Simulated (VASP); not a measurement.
Here is a VASP 6.6.1 calculation.

INCAR

```
SYSTEM = Ti
PREC = Accurate
ENCUT = 600
EDIFF = 1E-7
ISMEAR = 0
SIGMA = 0.1
LREAL = .FALSE.
LASPH = .TRUE.
NELM = 60
ALGO = Normal
ISIF = 3
LWAVE = .FALSE.
LCHARG = .FALSE.
METAGGA = R2SCAN
LMIXTAU = .TRUE.
IBRION = 2
NSW = 90
EDIFFG = -0.005
```

KPOINTS

```
Automatic mesh
0
G
  18 18 18
  0 0 0
```

The input POSCAR:

```
Ti
1.0
    0.0000000000      2.0545745400      2.0545745400
    2.0545745400      0.0000000000      2.0545745400
    2.0545745400      2.0545745400      0.0000000000
Ti
1
Direct
    0.0000000000      0.0000000000      0.0000000000
```

Potentials or basis: VASP PAW PBE potentials, release 64 (Ti_sv).

Launch:

```sh
$ cat potpaw_PBE.64/Ti_sv/POTCAR > POTCAR
$ mpirun -np 1 vasp_std > vasp.out
```

**Question.** What does it give for the relaxed volume?

**Answer.** 17.43 Å³/atom.

**Question.** Estimate the band gap on the k mesh.

**Answer.** None (metal or under the smearing width).

**Question.** What does it give for the space group after relaxing (to 0.05 Å)?

**Answer.** Fm-3m (No. 225).

The path:
```tsv
step	energy change (eV)	largest force (eV/Å)	pressure (GPa)	volume (Å³)
1	0.0000	0.0000	0.56	17.35
2	-0.0001	0.0000	-0.42	17.50
3	-0.0002	0.0000	-0.06	17.43
4	-0.0002	0.0000	0.05	17.42
5	-0.0002	0.0000	0.03	17.43
```

Caveat: the PAW data sets were made with another functional, which shifts forces and pressure a little.
